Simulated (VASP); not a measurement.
# AlN (P6_3mc) in VASP: further runs, part 2 of 2

VASP 6.6.1. Earlier steps stand in the parts before.

**3. Relaxation of cell and atoms, PBE**

This run uses another cell than the first one, of 10.63 Å³/atom, 1.017 times its volume.

Input file INCAR:

```
  ALGO = Normal
  EDIFF = 1E-7
  EDIFFG = -0.002
  ENCUT = 520
  GGA = PE
  IBRION = 2
  ISIF = 3
  ISMEAR = 0
  KPAR = 4
  LASPH = True
  LCHARG = False
  LREAL = False
  LWAVE = False
  NELM = 60
  NSW = 80
  PREC = Accurate
  SIGMA = 1.0
```

Input file KPOINTS:

```
k-points
0
Gamma
  12 12 6
```

Input file POSCAR:

```
AlN                                     
1.0
    3.1285810130     -0.0000000000      0.0000000000
   -1.5642905065      2.7094306331     -0.0000000000
   -0.0000000000      0.0000000000      5.0164747216
  Al              N             
     2     2
Direct
     0.3333333300000021    0.6666666699999979    0.9992574653659769
     0.6666666699999979    0.3333333300000021    0.4992574653659768
     0.3333333300000021    0.6666666699999979    0.3807425346340258
     0.6666666699999979    0.3333333300000021    0.8807425346340256
```

Potentials or basis: VASP PAW PBE potentials, release 64 (Al, N).

Launch:

```
> cat potpaw_PBE.64/Al/POTCAR potpaw_PBE.64/N/POTCAR > POTCAR
> mpirun -np 4 vasp_std > vasp.out
```

OUTCAR:

```text
EDIFF = 1E-7
   EDIFFG = -0.002
   ENCUT = 520
   GGA = PE
   IBRION = 2
   ISIF = 3
   ISMEAR = 0
   LASPH = True
   LREAL = False
   NELM = 60
   NSW = 80
   PREC = Accurate

 ion  position               nearest neighbor table
   1  0.333  0.667  0.999-   4 1.90   4 1.90   4 1.90   3 1.91   2 3.09   2 3.09   2 3.09   2 3.09
                             2 3.09   2 3.09
   2  0.667  0.333  0.499-   3 1.90   3 1.90   3 1.90   4 1.91   1 3.09   1 3.09   1 3.09   1 3.09
                             1 3.09   1 3.09
   3  0.333  0.667  0.381-   2 1.90   2 1.90   2 1.90   1 1.91
   4  0.667  0.333  0.881-   1 1.90   1 1.90   1 1.90   2 1.91

  LATTYP: Found a hexagonal cell.
 ALAT       =     3.1285810130
 C/A-ratio  =     1.6034344966

  Lattice vectors:

 A1 = (   3.1285810130,   0.0000000000,   0.0000000000)
 A2 = (  -1.5642905065,   2.7094306331,   0.0000000000)
 A3 = (   0.0000000000,   0.0000000000,   5.0164747216)

Analysis of symmetry for initial positions (statically):
=====================================================================
 Subroutine PRICEL returns:
 Original cell was already a primitive cell.

 Routine SETGRP: Setting up the symmetry group for a
 hexagonal supercell.
[... 188 lines left out ...]
      4       5.1325      1.99999
      5       5.1325      1.99999
      6       5.7748      1.99969
      7       5.7748      1.99969
      8       5.9757      1.99912
      9      10.0318      0.01594
     10      12.4989      0.00000
     11      16.4426      0.00000
     12      17.0156      0.00000
[... 331 lines left out ...]
 k-point    24 :       0.3333   -0.0000    0.1667
  band No.  band energies     occupation
      1      -7.8044      2.00000
      2      -6.6106      2.00000
      3       1.1322      2.00000
      4       2.0798      2.00000
      5       2.6816      2.00000
      6       4.2366      2.00000
      7       5.1965      1.99999
      8       5.3311      1.99998
      9      11.7607      0.00000
     10      12.5778      0.00000
     11      14.3308      0.00000
     12      16.0178      0.00000

 [... further k-points ...]
[... 5 lines left out ...]
  --------------------------------------------------------------------------------------
  -------------------------------------------------------------------------------------
  Total        0.0012811      0.0012811     -0.0005290      0.0000000     -0.0000000      0.0000000
  in kB        0.0482689      0.0482689     -0.0199322      0.0000000     -0.0000000      0.0000000
  external PRESSURE =       0.0255352 kB  Pullay stress =       0.0000000 kB

 VOLUME and BASIS-vectors are now :
 -----------------------------------------------------------------------------
  energy-cutoff  :      520.00
  volume of cell :       42.52
      direct lattice vectors                 reciprocal lattice vectors
     3.128581013  0.000000000  0.000000000     0.319633724  0.184540617  0.000000000
    -1.564290506  2.709430633  0.000000000     0.000000000  0.369081233  0.000000000
     0.000000000  0.000000000  5.016474722     0.000000000  0.000000000  0.199343175

 POSITION                                       TOTAL-FORCE (eV/Angst)
 -----------------------------------------------------------------------------------
     -0.00000      1.80629      5.01275        -0.000000     -0.000000     -0.000736
      1.56429      0.90314      2.50451        -0.000000     -0.000000     -0.000736
     -0.00000      1.80629      1.90999         0.000000     -0.000000      0.000736
      1.56429      0.90314      4.41822        -0.000000      0.000000      0.000736
 -----------------------------------------------------------------------------------
    total drift:                               -0.000009      0.000005      0.000552

  FREE ENERGIE OF THE ION-ELECTRON SYSTEM (eV)
  ---------------------------------------------------
  free  energy   TOTEN  =       -29.7805540026 eV

  energy  without entropy=      -29.7802612707  energy(sigma->0) =      -29.78040764

 reached required accuracy - stopping structural energy minimisation
```

OSZICAR:

```text
N       E                     dE             d eps       ncg     rms          rms(c)
DAV:   1     0.509891830830E+02    0.50989E+02   -0.75578E+03  1824   0.119E+03
DAV:   2    -0.303653296840E+02   -0.81355E+02   -0.74559E+02  2700   0.223E+02
DAV:   3    -0.344262554100E+02   -0.40609E+01   -0.40386E+01  2400   0.534E+01
DAV:   4    -0.344613300867E+02   -0.35075E-01   -0.35065E-01  2068   0.579E+00
DAV:   5    -0.344618453118E+02   -0.51523E-03   -0.51520E-03  2348   0.715E-01    0.121E+01
DAV:   6    -0.297745077101E+02    0.46873E+01   -0.17026E+01  2220   0.314E+01    0.422E+00
DAV:   7    -0.297916110719E+02   -0.17103E-01   -0.62513E-01  1996   0.629E+00    0.287E+00
DAV:   8    -0.297847801988E+02    0.68309E-02   -0.77417E-02  2072   0.294E+00    0.485E-01
DAV:   9    -0.297800572390E+02    0.47230E-02   -0.20183E-02  2328   0.106E+00    0.242E-01
DAV:  10    -0.297806215942E+02   -0.56436E-03   -0.23114E-03  2120   0.368E-01    0.130E-01
DAV:  11    -0.297805524342E+02    0.69160E-04   -0.20659E-04  2160   0.116E-01    0.329E-02
DAV:  12    -0.297805543136E+02   -0.18794E-05   -0.84119E-06  1956   0.297E-02    0.925E-03
DAV:  13    -0.297805540202E+02    0.29338E-06   -0.58800E-06  2248   0.180E-02    0.544E-03
DAV:  14    -0.297805540026E+02    0.17566E-07   -0.42966E-07  2004   0.592E-03
   1 F= -.29780554E+02 E0= -.29780408E+02  d E =-.297806E+02
```

CONTCAR:

```text
AlN
   1.00000000000000
     3.1285810129999998    0.0000000000000000    0.0000000000000000
    -1.5642905064999999    2.7094306331000002    0.0000000000000000
     0.0000000000000000    0.0000000000000000    5.0164747215999999
  Al              N
     2     2
Direct
     0.3333333300000021    0.6666666699999979    0.9992574653659787
     0.6666666699999979    0.3333333300000021    0.4992574653659787
     0.3333333300000021    0.6666666699999979    0.3807425346340239
     0.6666666699999979    0.3333333300000021    0.8807425346340239

  0.00000000E+00  0.00000000E+00  0.00000000E+00
  0.00000000E+00  0.00000000E+00  0.00000000E+00
  0.00000000E+00  0.00000000E+00  0.00000000E+00
  0.00000000E+00  0.00000000E+00  0.00000000E+00
```

Wall time 15 s (4 MPI ranks of Intel Xeon Platinum 8259CL at 2.50GHz (Skylake/Cascade Lake), shared host); peak memory 0.17 GiB.

What came out:

```
Free energy             : -29.7806 eV
Pressure after relaxing : 0.0 GPa
Band gap on the k mesh  : 4.06 eV, direct
```

Final structure:
```yaml
crystal:
  lattice:
    - [3.12858, 0.00000, 0.00000]
    - [-1.56429, 2.70943, 0.00000]
    - [0.00000, 0.00000, 5.01647]
  atoms:
    - { symbol: Al, position: [0.33333, 0.66667, 0.99926] }
    - { symbol: Al, position: [0.66667, 0.33333, 0.49926] }
    - { symbol: N, position: [0.33333, 0.66667, 0.38074] }
    - { symbol: N, position: [0.66667, 0.33333, 0.88074] }
```

Caveat: the relaxation stopped at its first step, so nothing moved. A k mesh can miss the band edges.

**4. Vibrations by finite differences, PBE**

This run uses another cell than the first one, of 10.63 Å³/atom, 1.017 times its volume.

Input file INCAR:

```
  ALGO = Normal
  EDIFF = 1E-8
  ENCUT = 520
  GGA = PE
  IBRION = 6
  ISIF = 3
  ISMEAR = 0
  KPAR = 4
  LASPH = True
  LCHARG = False
  LREAL = False
  LWAVE = False
  NBANDS = 16
  NELM = 60
  NFREE = 2
  NSW = 1
  POTIM = 0.015
  PREC = Accurate
  SIGMA = 1.0
```

KPOINTS is that of step 3.

Input file POSCAR:

```
AlN                                     
1.0
    3.1285810130      0.0000000000      0.0000000000
   -1.5642905065      2.7094306331      0.0000000000
    0.0000000000      0.0000000000      5.0164747216
  Al              N             
     2     2
Direct
     0.3333333300000021    0.6666666699999979    0.9992574653659787
     0.6666666699999979    0.3333333300000021    0.4992574653659787
     0.3333333300000021    0.6666666699999979    0.3807425346340239
     0.6666666699999979    0.3333333300000021    0.8807425346340239
```

Launch:

```
> cat potpaw_PBE.64/Al/POTCAR potpaw_PBE.64/N/POTCAR > POTCAR
> mpirun -np 4 vasp_std > vasp.out
```

Run time: 9.3 min. Hardware: 4 MPI ranks of Intel Xeon Platinum 8259CL at 2.50GHz (Skylake/Cascade Lake), shared host; peak memory 0.51 GiB.

The run converged. Its results:

* Voigt bulk modulus: 195 GPa
* Highest phonon frequency at Γ, LO-TO splitting left out: 707 cm⁻¹

Phonon frequencies in cm⁻¹ (negative: imaginary):
```csv
q point,frequencies
"(0.000, 0.000, 0.000)",0 0 0 237 237 536 596 638 638 650 650 707
```

Elastic tensor in Voigt notation (GPa, in the Cartesian axes of the cell as first typed):
```
376 128  98   0   0   0
128 376  98   0   0   0
 98  98 356   0   0   0
  0   0   0 112   0   0
  0   0   0   0 112   0
  0   0   0   0   0 124
```

Clamped-ion elastic tensor (GPa):
```
440  97  62   0   0   0
 97 440  62   0   0   0
 62  62 435   0   0   0
  0   0   0 125   0   0
  0   0   0   0 125   0
  0   0   0   0   0 171
```
